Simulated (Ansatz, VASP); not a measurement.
## One calculation of Re, two programs

Contents of INCAR:

```
SYSTEM = Re
ALGO = Normal
EDIFF = 1E-7
ENCUT = 520
GGA = PS
ISIF = 2
ISMEAR = -1
LASPH = .TRUE.
LCHARG = .TRUE.
LELF = .TRUE.
LREAL = .FALSE.
LVHAR = .TRUE.
LWAVE = .FALSE.
NBANDS = 10
NELM = 60
PREC = Accurate
SIGMA = 0.05
```

Contents of KPOINTS:

```
k-points
0
G
  14 14 14
  0 0 0
```

POSCAR

```
Re
1.0
    0.0000000000      1.9947500000      1.9750000000
    1.9947500000      0.0000000000      1.9750000000
    1.9947500000      1.9947500000      0.0000000000
Re
1
Direct
    0.0000000000      0.0000000000      0.0000000000
```

Input for Ansatz:

```yaml
crystal:
  lattice:
    - [0.0, 1.99475, 1.975]
    - [1.99475, 0.0, 1.975]
    - [1.99475, 1.99475, 0.0]
  atoms:
    - { symbol: Re, position: [0.0, 0.0, 0.0] }
kpoints:
  mp_grid: { grid: [14, 14, 14] }
  band_path:
    path:
      - [0.0, 0.0, 0.0]
      - [0.0, 0.5, 0.5]
      - [0.25, 0.75, 0.5]
      - [0.0, 0.5, 0.0]
      - [0.0, 0.0, 0.0]
      - [0.5, 0.5, 0.0]
      - [0.3775125, 0.6224875, 0.0]
      - [-0.3775125, 0.3775125, 0.0]
      - [0.0, 0.0, 0.0]
    npoints: 5
scf:
  occupations: { method: fermi_dirac, width: 0.05 }
hamiltonian:
  xc: pbesol
  pseudopotentials: { kind: all_electron, lapw: { basis_error: 0.00025 } }
output:
  forces: true
  stress: true
  eigenvalues: true
```

Change from the starting cell: equal xx and yy strain of +1 %.

Alike in both runs: task single point; functional PBEsol; k mesh 14 × 14 × 14; occupations fermi-dirac, width 0.05 eV; no spin polarisation.

|  | VASP | Ansatz |
| --- | --- | --- |
| version | VASP 6.6.1 | Ansatz 0.2.0 |
| potentials or method | VASP PAW PBE potentials, release 64 (Re) | all-electron LAPW, scalar-relativistic |
| plane-wave cutoff (eV) | 520 | see its input |

Ansatz gave:

```
pressure (GPa)                                  : -24.1
largest component of the traceless stress (GPa) : 1.23
```

**Question.** Estimate VASP's values.

**Answer.** Pressure (GPa): -24.8; largest component of the traceless stress (GPa): 1.21.

Ansatz ran all-electron here, so the differences hold the error of VASP's frozen core and of both bases.

Caveats: so large a pressure means that the cell lies far from this level's equilibrium, or that cutoff or potentials fall short (VASP); the potentials were made for another functional, which shifts forces and pressure (VASP). The runs have no spin-orbit coupling, so splittings on Re are missing.
